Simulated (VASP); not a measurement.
Input of a VASP 6.6.1 run:

The input INCAR:

```
SYSTEM = HCl
PREC     = Accurate       ! precision mode
ENCUT    = 520            ! plane-wave cutoff, eV
EDIFF    = 1E-6           ! SCF threshold, eV
ISMEAR   = -1             ! smearing method
SIGMA    = 0.05           ! smearing width, eV
LREAL    = Auto         
LASPH    = .True.         ! aspherical terms in the spheres
NELM     = 80             ! most SCF steps
ALGO     = Normal         ! electronic algorithm
ISIF     = 2              ! what is computed and relaxed
LWAVE    = .False.        ! write WAVECAR
LCHARG   = .False.        ! write CHGCAR
GGA      = PE             ! functional
IVDW     = 12             ! dispersion correction
NBANDS   = 66             ! bands
```

The input KPOINTS:

```
regular mesh
0
Gamma
  1 1 1
  0 0 0
```

Contents of POSCAR:

```
HCl
1.0
    8.4901850000      0.0000000000      0.0000000000
    0.0000000000      8.4901850000      0.0000000000
    0.0000000000      0.0000000000      8.4901850000
Cl H
12 12
Direct
    0.2835745040      0.4445132821      0.2170624079
   -0.0172905537      0.1870277267      0.4028062993
    0.6301040554      0.1535655583      0.6788898004
    0.6883831153      0.8344930057     -0.0892324490
    0.1202211730      0.6826353018      0.6340026749
    0.3711933250     -0.0244753206      0.4040194648
   -0.0271018829      0.3893908083      0.9535834614
    0.4015577988      0.4513211432      0.7900063426
    0.7536938241      0.7262739269      0.4657613468
    1.1026261501      0.8110188412      0.0790559923
    0.6487020012      0.2134111330      0.1123885993
    0.1477235184      0.0748040237      0.7559199240
    0.1832704470      0.3681191870      0.1294789218
    0.0472899000      0.3174371348      0.4381058834
    0.7052143151      0.0123201085      0.6925761924
    0.6639195730      0.9807089009     -0.0568656631
    0.1143084632      0.7791938574      0.7568150753
    0.4551844277      0.0495748915      0.5054306826
    0.0197522198      0.2709599379      0.8680022873
    0.3179200453      0.5743219965      0.7827744625
    0.6054049470      0.7769913141      0.4237363497
    0.9572936279      0.8763295499      0.0996562501
    0.5184339328      0.2261905954      0.1856614432
    0.0651811474      0.0864763253      0.6237437700
```

Potentials or basis: VASP PAW PBE potentials, release 64 (Cl, H).

Run with:

```console
$ cat potpaw_PBE.64/Cl/POTCAR potpaw_PBE.64/H/POTCAR > POTCAR
$ mpirun -np 1 vasp_gam > vasp.out
```

**Question.** Predict the pressure.

**Answer.** -0.2 GPa.

**Question.** What does it give for the largest force?

**Answer.** 1.972 eV/Å.

**Question.** Predict the band gap on the k mesh.

**Answer.** 5.18 eV, direct.

Stress tensor (GPa, compression positive):
```
-0.71  0.48 -0.07
 0.48 -0.08 -0.12
-0.07 -0.12  0.15
```
